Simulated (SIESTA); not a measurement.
The system is Cu.

```
CELL_PARAMETERS angstrom
0.00000 1.80750 1.80750
1.80750 0.00000 1.80750
1.80750 1.80750 0.00000
ATOMIC_POSITIONS crystal
Cu 0.00000 0.00000 0.00000
```

Base run:

```yaml
Program: SIESTA 5.4.2
Functional: PBEsol
Potentials_or_basis: PseudoDojo 0.4 standard (PBEsol files)
Basis: DZP (energy shift 0.003 Ry; two zetas on semicore shells)
Grid_cutoff: 800 Ry
Energy_shift: 0.003 Ry
k_mesh: 13 × 13 × 13
Occupations: fermi-dirac, width 0.05 eV
Spin: no spin polarisation
```

Its results: band gap on the k mesh none (metal or under the smearing width); pressure -7.4 GPa.

Q: The run is repeated on the same cell with these changes: functional from PBEsol to LDA; potentials or basis from PseudoDojo 0.4 standard (PBEsol files) to PseudoDojo 0.4 standard (LDA files). What comes out?

A: Band gap on the k mesh none (metal or under the smearing width); pressure -13.4 GPa.

Caveats: short orbitals over semicore shells can move pressures by several GPa; the basis of atomic orbitals isn't converged, which shifts pressures, moduli and gaps.
